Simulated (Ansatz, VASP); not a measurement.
**SnSe in VASP and in Ansatz**

```
CELL_PARAMETERS angstrom
0.00000 2.91970 3.01000
2.91970 0.00000 3.01000
2.91970 2.91970 0.00000
ATOMIC_POSITIONS crystal
Sn 0.00000 0.00000 0.00000
Se 0.50000 0.50000 0.50000
```

Change from the starting cell: equal xx and yy strain of -3 %, crystal datasets.

Alike in both runs: task electric field gradients; functional PBE; k mesh 9 × 9 × 9; occupations fermi-dirac, width 0.02 eV; no spin polarisation.

|  | VASP | Ansatz |
| --- | --- | --- |
| version | VASP 6.6.1 | Ansatz 0.2.0 |
| potentials or method | VASP PAW PBE potentials, release 64 (Sn_d, Se), cutoff 520 eV | all-electron PAW with datasets made for the crystal, scalar-relativistic |

Ansatz gave:

| Quantity | Value |
| --- | --- |
| pressure (GPa) | 4.8 |
| largest component of the traceless stress (GPa) | 3.05 |
| Vzz of the field gradient on the site that differs most (V/Å²) | 44.8 |

**Question.** Which values does VASP return?

**Answer.** Pressure (GPa): 4.9; largest component of the traceless stress (GPa): 3.06; Vzz of the field gradient on the site that differs most (V/Å²): 43.3.

Ansatz ran all-electron here, so the differences hold the error of VASP's frozen core and of both bases. Ansatz warned: «gradients_without_spin_orbit».
